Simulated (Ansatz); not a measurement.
# Polar CaO (111) films against thickness, part 2 of 5

Aim: dipole, vacuum step and gap of CaO (111) films by thickness.

Ansatz 0.2.0; plane-wave DFT, PBEsol, Ansatz PAW.

So far, gap on the k-mesh (eV): step 2 (relaxation, 2 atoms, units 1) 1.31.

### Step 3. Single point on the relaxed film, 2 atoms, units 1

The film was relaxed beforehand; a single point on the relaxed positions gives its levels and potential.

File input.yaml:

```yaml
crystal:
  lattice:
    - [3.4011836212, 0.0, 0.0]
    - [-1.7005918106, 2.9455114189, 0.0]
    - [0.0, 0.0, 19.3885273974]
  atoms:
    - { symbol: Ca, position: [0.6666666667, 0.3333333333, 0.4918892989] }
    - { symbol: O, position: [0.0, 0.0, 0.5081107011] }
kpoints:
  mp_grid: { grid: [12, 12, 1] }
hamiltonian:
  xc: pbesol
scf:
  occupations: { method: fermi_dirac, width: 0.03 }
  convergence: { dr2_threshold: 1.0e-09 }
efield:
  axis: 3
  dipole_correction: true
  ramp_position: 0.97
  ramp_width: 0.06
output:
  eigenvalues: true
  dos: { projected: true, e_range: [-7, 7] }
  write_potential: true
  write_density: true
  volumetric_format: npy
```

On the command line:

```sh
$ ansatz run input.yaml --threads 4 --pin off --max-ram 6144MiB --backend cpu --events-out ev --progress --plain --runs-dir out
```

Numbers of over 12 decimals in the logs are rounded to 6 here.

What it wrote:

```text
[...]
Crystal: 2 atoms, lattice volume = 194.239 Å³
Basis set: ecut = 420 eV, 3821 PW (Γ)
Bands: 12, of which v1, the nominal top of the filled ones, is band 8 counted from 1 (7 counted from 0)
Symmetry: 6 space group operations
[...]
k-points: 19 of 144 (time reversal used)
[...]
SCF iter   1: F=—  HF=-2356.072058 eV  |F-HF|=—  |Δ(HF+E_count)|=         —  Δρ=3.02e-3  dr2=5.24e-2  ethr=1.77e-3  p=-0.118 e·Å  D=-1.10e-1 V/Å  ΔV_dip=2.14 eV  dr2_dipole=9.52e-3  V_vac-E_F(+/−)=4.37/2.23 eV  ⟨swp⟩=8.9  Hψ=1921  notcnv=0
[...]
SCF iter   9: F=-2356.060794 eV  HF=-2356.060794 eV  |F-HF|=6.00e-11  |Δ(HF+E_count)|=   2.06e-9  Δρ=7.49e-8  dr2=7.39e-12  ethr=1.62e-12  p=-0.181 e·Å  D=-1.69e-1 V/Å  ΔV_dip=3.27 eV  dr2_dipole=6.03e-14  V_vac-E_F(+/−)=4.97/1.70 eV  ⟨swp⟩=1.0  Hψ=661  notcnv=0
SCF 1 converged in 9 iterations: F = -2356.060794 eV  dr2 = 7.39e-12
[...]
SCF converged after 9 iterations
an eigenvalue changed by more than its tolerance at an iteration that met the thresholds in force, so the SCF went on 1 time: the last check found none over its tolerance
Free energy (F): -2356.060794 eV
[...]
Internal energy: -2356.060794 eV  (E = F + TS)
E sigma→0 (E₀):  -2356.060794 eV
Fermi energy:    -1.685058 eV
Dipole field:    D = -0.168673 V/Å  (p = -0.181058 e·Å, saw-weighted, corrected)
Work function:   Φ+ = 4.9658 eV   Φ− = 1.6956 eV
[...]
--- Band table (eV; the first three rows and the last of 19) ---
  k-point 0: bands = [... 4 lower, -17.4288, -3.8283, -3.8283, -3.5262, -1.0781, 0.4134, 1.7069, 2.7770]
  k-point 1: bands = [... 4 lower, -17.2320, -3.8887, -3.7426, -3.5036, -0.9574, 0.5356, 1.8328, 2.8871]
  k-point 2: bands = [... 4 lower, -16.7943, -3.9835, -3.5033, -3.4723, -0.6065, 0.8968, 2.1990, 3.2047]
  k-point 18: bands = [... 4 lower, -15.3500, -3.5337, -3.2568, -2.3819, 2.1627, 3.7581, 4.0633, 4.3473]
```

Wall time 2.4 s (4 threads of Arm Neoverse V1, shared host); peak memory 0.43 GiB.

In the SCF lines HF is the Harris–Foulkes energy and dr2 the Hartree energy of the density residual, in eV; the loop may stop once dr2 is under the threshold and the program's other checks hold. Hψ counts applications of the Hamiltonian.

Numbers from this step:

| Quantity | Value |
| --- | --- |
| gap on the k-mesh | 1.304 eV |
| electron affinity, upper face | 4.359 eV |

Running mean over 2.777 Å of the planar mean; the ramp of the sawtooth is left out. The electron's electrostatic potential energy less the Fermi level by z:

```csv
z (Å),electron's electrostatic potential energy less the Fermi level (eV)
3.0,1.70
3.5,1.70
4.0,1.70
4.5,1.69
5.0,1.69
5.5,1.69
6.0,1.68
6.5,1.64
7.0,1.53
7.5,1.10
8.0,-0.446
8.5,-3.10
9.0,-4.57
9.5,-4.40
10.0,-3.71
10.5,-2.34
11.0,0.474
11.5,3.49
12.0,4.69
12.5,4.91
13.0,4.95
13.5,4.96
14.0,4.97
14.5,4.97
15.0,4.97
15.5,4.97
16.0,4.97
16.5,4.97
```

The density of states has structure finer than the step of the table below, so its rows give means over 0.25 eV, whole bins alone (the curve runs from -7 to 1.98 eV). Peaks (eV: height): -2.300: 13.5, -1.810: 8.72, -1.600: 9.07, -0.750: 9.64.

Table of density of states by energy, zero at the Fermi level of the run, which the smearing sets inside the gap; means over each step:

```csv
energy (eV),density of states (states/eV a cell)
-2.50,0
-2.25,6.09
-2.00,2.69
-1.75,5.49
-1.50,3.54
-1.25,1.03
-1.00,1.57
-0.75,3.20
-0.50,0
-0.25,0
0.00,0
0.25,0
0.50,0.00904
0.75,0.398
1.00,0.442
1.25,0.448
1.50,0.455
1.75,0.465
```

Layers: CaO from below. The projected DOS per atom by energy from the Fermi level; read off at these points:

```csv
energy from the Fermi level (eV),projected DOS per atom (states/eV)
-6.95,0
-6.62,0
-6.29,0
-6.07,0
-5.74,0
-5.41,0
-5.08,0
-4.75,0
-4.53,0
-4.20,0
-3.87,0
-3.54,0
-3.21,0
-2.99,0
-2.66,0
-2.33,2.49
-2.22,3.19
-2.00,1.15
-1.78,3.57
-1.56,2.91
-1.45,0.654
-1.12,0.576
-0.79,2.07
-0.46,0
-0.24,0
0.09,0
0.42,0
0.75,0.105
1.08,0.0994
1.30,0.107
1.63,0.106
1.96,0.115
```

The vacuum levels of the two faces differ by 3.27 eV, and the gap is 1.30 eV.

### Step 4. Relaxing the film, 4 atoms, units 2

System of this step: CaO (111), 2 units. The cell holds 4 atoms: 2 Ca and 2 O. Its edges and angles: a = 3.401 Å, b = 3.401 Å, c = 22.166 Å, α = 90.0°, β = 90.0°, γ = 120.0°. It derives from CaO (rocksalt CaO). Vacuum lies along c.

The next thickness, treated alike, to follow how potential and charge build up across the film.

input.yaml, the sections that differ from step 3:

```yaml
crystal:
  lattice:
    - [3.40118362, 0.0, 0.0]
    - [-1.70059181, 2.94551142, 0.0]
    - [0.0, 0.0, 22.1655821922]
  atoms:
    - { symbol: Ca, position: [0.66666667, 0.33333333, 0.4060349023] }
    - { symbol: O, position: [0.0, 0.0, 0.4686783008] }
    - { symbol: Ca, position: [0.33333333, 0.66666667, 0.5313216992] }
    - { symbol: O, position: [0.66666667, 0.33333333, 0.5939650977] }
relax:
  f_tol: 0.01
  max_steps: 100
output:
  write_potential: true
  write_density: true
  volumetric_format: npy
# kpoints, hamiltonian, scf, efield: as in step 3
```

What it wrote:

```text
[...]
Crystal: 4 atoms, lattice volume = 222.060 Å³
Basis set: ecut = 420 eV, 4371 PW (Γ), exchange–correlation on 48×48×300 points (8 copies of the dense FFT grid, shifted against one another)
Bands: 20, of which v1, the nominal top of the filled ones, is band 16 counted from 1 (15 counted from 0)
Symmetry: 6 space group operations
[...]
k-points: 19 of 144 (time reversal used)
[...]
SCF iter   1: F=—  HF=-4710.556724 eV  |F-HF|=—  |Δ(HF+E_count)|=         —  Δρ=6.79e-3  dr2=2.12e-1  ethr=1.77e-3  p=-0.300 e·Å  D=-2.45e-1 V/Å  ΔV_dip=5.43 eV  dr2_dipole=3.82e-2  V_vac-E_F(+/−)=9.33/3.90 eV  ⟨swp⟩=17.1  Hψ=3455  notcnv=0
[...]
SCF iter  12: F=-4710.528986 eV  HF=-4710.528986 eV  |F-HF|=1.07e-9  |Δ(HF+E_count)|=   2.04e-9  Δρ=5.94e-7  dr2=8.10e-10  ethr=3.13e-12  p=-0.306 e·Å  D=-2.49e-1 V/Å  ΔV_dip=5.52 eV  dr2_dipole=2.78e-12  V_vac-E_F(+/−)=9.48/3.96 eV  ⟨swp⟩=7.8  Hψ=2768  notcnv=0
SCF 1 converged in 12 iterations: F = -4710.528986 eV  dr2 = 8.10e-10
[...]
relax step   1: F+E_penalty+E_count = -4710.52898618 eV  Δ(F+E_penalty+E_count) = +0.000e0 eV  max|allowed force component| = 3.197e0 eV/Å  Δτ_max = 0.0000 Å  (12 SCF iters, accepted)
[...]
SCF iter   1: F=—  HF=-4712.338381 eV  |F-HF|=—  |Δ(HF+E_count)|=         —  Δρ=3.30e-2  dr2=9.99e0  ethr=3.10e-3  p=-0.306 e·Å  D=-2.49e-1 V/Å  ΔV_dip=5.52 eV  dr2_dipole=2.63e0  V_vac-E_F(+/−)=10.33/4.81 eV  ⟨swp⟩=7.5  Hψ=1950  notcnv=0
[...]
SCF iter  18: F=-4711.702616 eV  HF=-4711.702616 eV  |F-HF|=3.82e-9  |Δ(HF+E_count)|=   2.27e-8  Δρ=4.09e-7  dr2=7.16e-10  ethr=3.13e-12  p=-0.277 e·Å  D=-2.26e-1 V/Å  ΔV_dip=5.00 eV  dr2_dipole=7.94e-11  V_vac-E_F(+/−)=8.82/3.82 eV  ⟨swp⟩=9.1  Hψ=2521  notcnv=0
SCF 2 converged in 18 iterations: F = -4711.702616 eV  dr2 = 7.16e-10
relax step   2: F+E_penalty+E_count = -4711.70261566 eV  Δ(F+E_penalty+E_count) = -1.174e0 eV  max|allowed force component| = 2.208e0 eV/Å  Δτ_max = 0.1948 Å  (18 SCF iters, accepted)
SCF iter   1: F=—  HF=-4712.979697 eV  |F-HF|=—  |Δ(HF+E_count)|=         —  Δρ=2.48e-2  dr2=3.97e0  ethr=3.10e-3  p=-0.277 e·Å  D=-2.26e-1 V/Å  ΔV_dip=5.00 eV  dr2_dipole=8.14e-1  V_vac-E_F(+/−)=9.48/4.48 eV  ⟨swp⟩=6.8  Hψ=2031  notcnv=0
[...]
SCF iter  14: F=-4712.548572 eV  HF=-4712.548572 eV  |F-HF|=7.89e-10  |Δ(HF+E_count)|=   2.12e-9  Δρ=2.68e-7  dr2=2.98e-10  ethr=3.13e-12  p=-0.251 e·Å  D=-2.04e-1 V/Å  ΔV_dip=4.53 eV  dr2_dipole=2.60e-11  V_vac-E_F(+/−)=7.81/3.28 eV  ⟨swp⟩=8.8  Hψ=2360  notcnv=0
SCF 3 converged in 14 iterations: F = -4712.548572 eV  dr2 = 2.98e-10
relax step   3: F+E_penalty+E_count = -4712.54857169 eV  Δ(F+E_penalty+E_count) = -8.460e-1 eV  max|allowed force component| = 7.198e-1 eV/Å  Δτ_max = 0.1951 Å  (14 SCF iters, accepted)
[...]
relax step   4: F+E_penalty+E_count = -4712.59295199 eV  Δ(F+E_penalty+E_count) = -4.438e-2 eV  max|allowed force component| = 2.931e-1 eV/Å  Δτ_max = 0.1778 Å  (15 SCF iters, accepted)
[...]
relax step   5: F+E_penalty+E_count = -4712.61028779 eV  Δ(F+E_penalty+E_count) = -1.734e-2 eV  max|allowed force component| = 2.161e-1 eV/Å  Δτ_max = 0.1946 Å  (15 SCF iters, accepted)
[...]
relax step   6: F+E_penalty+E_count = -4712.61837913 eV  Δ(F+E_penalty+E_count) = -8.091e-3 eV  max|allowed force component| = 1.517e-2 eV/Å  Δτ_max = 0.0653 Å  (14 SCF iters, accepted)
SCF iter   1: F=—  HF=-4712.618605 eV  |F-HF|=—  |Δ(HF+E_count)|=         —  Δρ=2.89e-4  dr2=4.26e-4  ethr=1.24e-5  p=-0.219 e·Å  D=-1.79e-1 V/Å  ΔV_dip=3.96 eV  dr2_dipole=6.74e-5  V_vac-E_F(+/−)=7.07/3.11 eV  ⟨swp⟩=2.0  Hψ=875  notcnv=0
[...]
SCF iter  10: F=-4712.618430 eV  HF=-4712.618430 eV  |F-HF|=3.74e-10  |Δ(HF+E_count)|=   7.53e-9  Δρ=4.45e-7  dr2=9.45e-10  ethr=3.13e-12  p=-0.220 e·Å  D=-1.79e-1 V/Å  ΔV_dip=3.97 eV  dr2_dipole=1.41e-11  V_vac-E_F(+/−)=7.09/3.12 eV  ⟨swp⟩=6.8  Hψ=2380  notcnv=0
SCF 7 converged in 10 iterations: F = -4712.618430 eV  dr2 = 9.45e-10
relax step   7: F+E_penalty+E_count = -4712.61843000 eV  Δ(F+E_penalty+E_count) = -5.087e-5 eV  max|allowed force component| = 2.006e-3 eV/Å  Δτ_max = 0.0033 Å  (10 SCF iters, accepted)
NSCF: frozen V_eff on 19 k-points
[...]
SCF converged after 10 iterations
Free energy (F): -4712.618430 eV
[...]
Internal energy: -4712.601983 eV  (E = F + TS)
E sigma→0 (E₀):  -4712.610206 eV
Entropy (-TS):   -0.016447 eV (-4.112 meV/atom)
Fermi energy:    -1.639575 eV
Dipole field:    D = -0.178984 V/Å  (p = -0.219645 e·Å, saw-weighted, corrected)
Work function:   Φ+ = 7.0899 eV   Φ− = 3.1226 eV
[...]
--- Forces (eV/Å), atoms counted from 1 ---
  atom   1  Ca     0.00000000    -0.00000000     0.00183134
  atom   2  O      0.00000000     0.00000000    -0.00201261
  atom   3  Ca     0.00000000    -0.00000000    -0.00114392
  atom   4  O     -0.00000000     0.00000000     0.00129770
  max |Σ_I F_I| component: 2.75e-5 eV/Å
--- Band table (eV; the first three rows and the last of 19) ---
  k-point 0: bands = [... 12 lower, -4.8695, -2.6163, -2.6163, -2.4993, -2.0355, 0.9529, 2.1390, 3.2443]
  k-point 1: bands = [... 12 lower, -4.8231, -2.6579, -2.5525, -2.4219, -1.9424, 1.0925, 2.2859, 3.2567]
  k-point 2: bands = [... 12 lower, -4.6977, -2.7048, -2.3768, -2.3018, -1.6403, 1.4777, 2.6266, 3.0774]
  k-point 18: bands = [... 12 lower, -4.4925, -2.1143, -2.0603, -1.8170, 0.6075, 2.0149, 2.5379, 3.1541]
--- Relaxed structure (7 steps of the walk, 7 accepted, 0 SCFs on fresh bases) ---
  F+E_penalty+E_count = -4712.61843000 eV   max|allowed force component| = 2.006e-3 eV/Å
  atoms:
    - { symbol: Ca, position: [0.666667, 0.333333, 0.421324] }
    - { symbol: O, position: [4.5599516404573564e-17, -8.326672674348788e-17, 0.452925] }
    - { symbol: Ca, position: [0.333333, 0.666667, 0.550958] }
    - { symbol: O, position: [0.666667, 0.333333, 0.574793] }
```

Elapsed: 17 s, on 4 threads; peak memory 0.46 GiB.

Step by step:

```csv
step,energy less that of the first step (eV),largest force component (eV/Å)
1,0.0000,3.1968
2,-1.1736,2.2077
3,-2.0196,0.7198
4,-2.0640,0.2931
5,-2.0813,0.2161
6,-2.0894,0.0152
7,-2.0894,0.0020
```

Forces are held to the 6 operations that the run works with; a distortion that breaks them can't arise in this run.

The atoms that moved most (Å):

```csv
atom,dx,dy,dz,length
Ca3,0.000,0.000,0.435,0.435
O4,0.000,0.000,-0.425,0.425
O2,0.000,0.000,-0.349,0.349
Ca1,0.000,0.000,0.339,0.339
```

The relaxed structure:

```xyz
4
Lattice="3.4012 0.0000 0.0000 -1.7006 2.9455 0.0000 0.0000 0.0000 22.1656" Properties=species:S:1:pos:R:3
Ca    1.7006    0.9818    9.3389
O     0.0000    0.0000   10.0393
Ca    0.0000    1.9637   12.2123
O     1.7006    0.9818   12.7406
```

This step gave:

* energy at zero smearing: -4712.6102 eV
* work function, upper face: 7.090 eV
* work function, lower face: 3.123 eV
* dipole along the normal: -0.2196 e·Å
* step between the vacuum levels: 3.967 eV

The relaxation took 7 steps and lowered the energy by 2.1 eV; the largest force on the free atoms ends at 0.0020 eV/Å.

The work function of the upper face is 7.09 eV.

### Step 5. The relaxed film, single point, 4 atoms, units 2

The next thickness, treated alike, to follow how potential and charge build up across the film.

input.yaml, the sections that differ from step 4:

```yaml
crystal:
  lattice:
    - [3.4011836212, 0.0, 0.0]
    - [-1.7005918106, 2.9455114189, 0.0]
    - [0.0, 0.0, 22.1655821922]
  atoms:
    - { symbol: Ca, position: [0.6666666667, 0.3333333333, 0.4213242303] }
    - { symbol: O, position: [0.0, 0.0, 0.4529250729] }
    - { symbol: Ca, position: [0.3333333333, 0.6666666667, 0.5509578893] }
    - { symbol: O, position: [0.6666666667, 0.3333333333, 0.5747928075] }
output:
  eigenvalues: true
  dos: { projected: true, e_range: [-7, 7] }
  write_potential: true
  write_density: true
  volumetric_format: npy
  elf: true
# kpoints, hamiltonian, scf, efield: as in step 4
# relax: removed
```

What it wrote:

```text
[...]
Crystal: 4 atoms, lattice volume = 222.060 Å³
Basis set: ecut = 420 eV, 4371 PW (Γ)
Bands: 20, of which v1, the nominal top of the filled ones, is band 16 counted from 1 (15 counted from 0)
Symmetry: 6 space group operations
[...]
k-points: 19 of 144 (time reversal used)
[...]
SCF iter   1: F=—  HF=-4712.647911 eV  |F-HF|=—  |Δ(HF+E_count)|=         —  Δρ=4.77e-3  dr2=2.59e-1  ethr=1.77e-3  p=-0.198 e·Å  D=-1.62e-1 V/Å  ΔV_dip=3.58 eV  dr2_dipole=7.58e-2  V_vac-E_F(+/−)=6.87/3.29 eV  ⟨swp⟩=13.8  Hψ=3005  notcnv=0
[...]
SCF iter  15: F=-4712.618552 eV  HF=-4712.618552 eV  |F-HF|=5.09e-11  |Δ(HF+E_count)|=  5.15e-10  Δρ=1.77e-7  dr2=6.30e-11  ethr=3.13e-12  p=-0.220 e·Å  D=-1.79e-1 V/Å  ΔV_dip=3.97 eV  dr2_dipole=1.61e-13  V_vac-E_F(+/−)=7.09/3.12 eV  ⟨swp⟩=2.4  Hψ=1201  notcnv=0
SCF 1 converged in 15 iterations: F = -4712.618552 eV  dr2 = 6.30e-11
[...]
SCF converged after 15 iterations
Free energy (F): -4712.618552 eV
[...]
Internal energy: -4712.602106 eV  (E = F + TS)
E sigma→0 (E₀):  -4712.610329 eV
Entropy (-TS):   -0.016447 eV (-4.112 meV/atom)
Fermi energy:    -1.639646 eV
Dipole field:    D = -0.178962 V/Å  (p = -0.219619 e·Å, saw-weighted, corrected)
Work function:   Φ+ = 7.0899 eV   Φ− = 3.1231 eV
[...]
--- Band table (eV; the first three rows and the last of 19) ---
  k-point 0: bands = [... 12 lower, -4.8698, -2.6164, -2.6164, -2.4994, -2.0356, 0.9443, 2.1356, 3.2427]
  k-point 1: bands = [... 12 lower, -4.8233, -2.6579, -2.5526, -2.4220, -1.9425, 1.0837, 2.2828, 3.2556]
  k-point 2: bands = [... 12 lower, -4.6979, -2.7049, -2.3769, -2.3019, -1.6403, 1.4684, 2.6244, 3.0768]
  k-point 18: bands = [... 12 lower, -4.4927, -2.1144, -2.0604, -1.8171, 0.6072, 2.0148, 2.5377, 3.1539]
```

The job ended after 4.1 s (4 threads; peak memory 0.45 GiB; 15 s of CPU time).

This step gave:

```yaml
energy_at_zero_smearing: -4712.6103 eV
```

The density of states has structure finer than the step of the table below, so its rows give means over 0.25 eV, whole bins alone (the curve runs from -7 to 1.98 eV). Peaks (eV: height): -3.560: 11.6, -3.320: 6.71, -2.650: 17.1, -1.040: 14.5, -0.720: 6.81, -0.400: 7.37, -0.050: 11.9.

Table of density of states by energy, zero at the Fermi level; means over each step:

```csv
energy (eV),density of states (states/eV a cell)
-4.00,0
-3.75,2.48
-3.50,4.25
-3.25,4.44
-3.00,4.01
-2.75,7.12
-2.50,1.20
-2.25,0
-2.00,0
-1.75,0
-1.50,0
-1.25,1.17
-1.00,6.08
-0.75,4.38
-0.50,4.50
-0.25,4.98
0.00,4.58
0.25,0.522
0.50,0.529
0.75,0.566
1.00,0.591
1.25,0.637
1.50,0.733
1.75,0.871
```

Projected DOS per atom over height of the atomic layer and energy from the Fermi level. Layers: Ca O Ca O from below.

Ten even steps from '0' (0.00 states/eV) to '9' (4.83 states/eV), each cell a mean:
```
0000
0000
0000
0000
0002
0009
0007
0007
0000
0000
0000
0900
0700
0700
0000
0000
0000
0000
0000
0000
0000
0000
```
Columns: height of the atomic layer (Å) from 9.34 to 12.7 (not evenly spaced); rows upwards: energy from the Fermi level (eV) from -6.95 to 1.96.

Valence density in the ca plane at fractional y = 0.333, with atoms of Ca and O within 0.2 Å of it. It is the smooth field of the valence electrons, not physical close to the nuclei.

Values in e/Å³, 5 rows by 16 columns, each cell a mean:
```
0.0 0.0 0.0 0.0 0.0 0.0 0.1 1.4 0.8 0.1 0.5 1.2 0.1 0.0 0.0 0.0
0.0 0.0 0.0 0.0 0.0 0.0 0.1 4.3 2.5 0.1 1.5 4.6 0.2 0.0 0.0 0.0
0.0 0.0 0.0 0.0 0.0 0.0 0.1 1.6 0.9 0.1 0.6 1.4 0.1 0.0 0.0 0.0
0.0 0.0 0.0 0.0 0.0 0.0 0.0 0.1 0.3 0.1 0.2 0.2 0.0 0.0 0.0 0.0
0.0 0.0 0.0 0.0 0.0 0.0 0.0 0.1 0.3 0.1 0.3 0.1 0.0 0.0 0.0 0.0
```
Columns run along c (16.0 Å, from fractional 0.08 to 0.80 of the cell), rows up along a (3.4 Å). Atoms in or near the plane, at fractional coordinates: Ca at (0.42, 0.67), O at (0.57, 0.67).

ELF in the ca plane at fractional y = 0.333, with atoms of Ca and O within 0.2 Å of it. It is the smooth field of the valence electrons, not physical close to the nuclei.

Ten even steps from '0' (0.00) to '9' (0.85), each cell a mean:
```
00000000012456641002564110002467753100000000
00000000012466641027999610137999974200000000
00000000013466630048989930158956985210000000
00000000013466630038999820158977985200000000
00000000012466641015898300014799864100000000
00000000012466652001221121000124432000000000
00000000012456653100124663002310000000000000
00000000012456653111136774003420000000000000
00000000012466652000012442001111110000000000
```
Columns run along c (16.0 Å, from fractional 0.08 to 0.80 of the cell), rows up along a (3.4 Å). Atoms in or near the plane, at fractional coordinates: Ca at (0.42, 0.67), O at (0.57, 0.67).

Electrostatic potential energy in the ca plane at fractional y = 0.333, with atoms of Ca and O within 0.2 Å of it. With pseudopotentials it is smooth inside the atoms' cores, unlike the true potential.

Ten even steps from '0' (-40 eV) to '9' (5 eV), each cell a mean:
```
99999999999999998887545789998888999999999999
99999999999999998874100478999622799999999999
99999999999999998873000268999300399999999999
99999999999999998873000278999400499999999999
99999999999999998876312688999866999999999999
99999999999999998887767889988889999999999999
99999999999999999888888899887778999999999999
99999999999999999888888899887778999999999999
99999999999999999888888899988788999999999999
```
Columns run along c (16.0 Å, from fractional 0.08 to 0.80 of the cell; values clipped at the 3rd and 97th percentile), rows up along a (3.4 Å). Atoms in or near the plane, at fractional coordinates: Ca at (0.42, 0.67), O at (0.57, 0.67).

The vacuum levels of the two faces differ by 3.97 eV, and there is no gap.

(Part 2 of 5 ends here.)

[Logs are printed without paths, hosts, clocks, repeated set-up lines and the standing remarks that a program may print on its own settings, such as how far it seeks lower states.]

[Hosts, paths, dates, database ids (printed as entryN), source tags and the programs' standing remarks are cut or masked in the printed files.]

[Maps of the electrostatic potential energy from Ansatz leave out the sawtooth potential of an applied field or a dipole correction, so their vacuum need not be flat; planar profiles and work functions include it.]

[The density of states shown here was stored with 400 of the rows of the run's finer table, so its peaks can read low, often by over a quarter, or be missed, and its means over a window can be off by a tenth or more.]
